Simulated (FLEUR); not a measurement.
Runs of FLEUR MaX-R8.1 (later development tree) on Al. It takes space group Fm-3m (No. 225, cubic). Conventional cell: a = 4.050 Å, b = 4.050 Å, c = 4.050 Å, α = 90.00°, β = 90.00°, γ = 90.00°. Al (site symmetry m-3m) is surrounded by 12 Al at 2.86 Å. 

| task | level | k mesh | gmax | muffin-tin radii | max iterations | mixing factor | mixer | kmax | mesh quality | gap on the mesh (eV) | V0 of scaled cells (Å³/atom) | B0 (GPa) |
| --- | --- | --- | --- | --- | --- | --- | --- | --- | --- | --- | --- | --- |
| equation of state | LDA exchange alone (X-alpha) | 11 × 11 × 11 | 12.7 1/bohr | Al 2.45 bohr | - | - | - | 4.1 1/bohr | not flagged | - | 17.13 | 67 |
| equation of state | LDA (Perdew-Zunger) | 11 × 11 × 11 | 11.8 1/bohr | Al 2.45 bohr | - | - | - | 3.8 1/bohr | not flagged | - | 15.84 | (a) |
| single point | HSE06 | 5 × 5 × 5 | 11.8 1/bohr | Al 2.51 bohr | 30 | 0.05 | Anderson | 3.8 1/bohr | coarse | none | - | - |
| single point | PBE | 5 × 5 × 5 | 11.8 1/bohr | Al 2.51 bohr | 60 | 0.05 | Anderson | 3.8 1/bohr | coarse | none | - | - |

Alike in all rows: potentials or basis all-electron, FLAPW; no spin polarisation; cell as given; smearing fermi-dirac 0.05 eV.

Problem. Estimate the missing entries.

Solution. (a) 85.

Caveats: some runs use coarse meshes; core states are solved in the semilocal potential (some runs).

A gap of «none» marks a metal or a gap under the smearing width.

The runs were made with more than one version of the program.
